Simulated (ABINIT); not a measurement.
The system is Re.

```
Re
1.0
     2.76080    0.00000    0.00000
    -1.38040    2.39092    0.00000
     0.00000    0.00000    4.45820
Re
2
Direct
  0.66667 0.33333 0.75000
  0.33333 0.66667 0.25000
```

```yaml
Program: ABINIT 10.8.3 (patched build)
Task: relaxation of cell and atoms
Functional: PBE
Potentials_or_basis: Ansatz PAW PBE default generated set, frozen core
Cutoff: 419 eV
k_mesh: 11 × 11 × 6
Occupations: fermi-dirac, width 0.05 eV
Spin: no spin polarisation
```

At the start: pressure 6.0 GPa; volume 14.71 Å³/atom.

Question: How do energy, volume and symmetry change on relaxing?

Answer: Over 5 steps the energy falls by 4.4 meV/atom and the volume is 14.95 Å³/atom (+1.6 %); space group P6_3/mmc (No. 194, to 0.05 Å).

The path:
```csv
step,energy change (eV),largest force (eV/Å),pressure (GPa),volume (Å³)
1,0.0000,0.0000,6.01,29.43
2,-0.0086,0.0000,-0.86,29.97
3,-0.0088,0.0000,-0.02,29.90
4,-0.0088,0.0000,0.01,29.90
5,-0.0088,0.0000,0.00,29.90
```

Final structure:
```
Re
1.0
     2.77469    0.00000    0.00000
    -1.38734    2.40295    0.00000
     0.00000    0.00000    4.48465
Re
2
Direct
  0.66667 0.33333 0.75000
  0.33333 0.66667 0.25000
```

Caveat: the atomic spheres overlap.
